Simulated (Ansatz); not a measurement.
The system is Si.

```
Si
1.0
     0.00000    2.72185    2.72185
     2.72185    0.00000    2.72185
     2.72185    2.72185    0.00000
Si
2
Direct
  0.50000 0.50000 0.50000
  0.75000 0.75000 0.75000
```

Base run:

- Program: Ansatz 0.2.0
- Functional: exchange-only PBE
- Potentials or basis: Ansatz PAW
- Cutoff: 420 eV (not typed: the program's choice for these potentials)
- k mesh: 8 × 8 × 8
- Occupations: fermi-dirac, width 0.05 eV
- Spin: no spin polarisation

Its results: band gap on the k mesh 0.84 eV, indirect (least direct gap 2.66 eV); pressure 10.2 GPa.

The run is repeated on the same cell with these changes: functional from exchange-only PBE to PBE; cutoff from 420 eV (not typed: the program's choice for these potentials) to 800 eV. What comes out?

Band gap on the k mesh 0.63 eV, indirect (least direct gap 2.56 eV); pressure 1.3 GPa.

Caveats: the PAW data sets come from PBE, with cores solved anew for the run's functional, which leaves a small shift of forces and pressure (some runs).

A k mesh can miss the band edges.
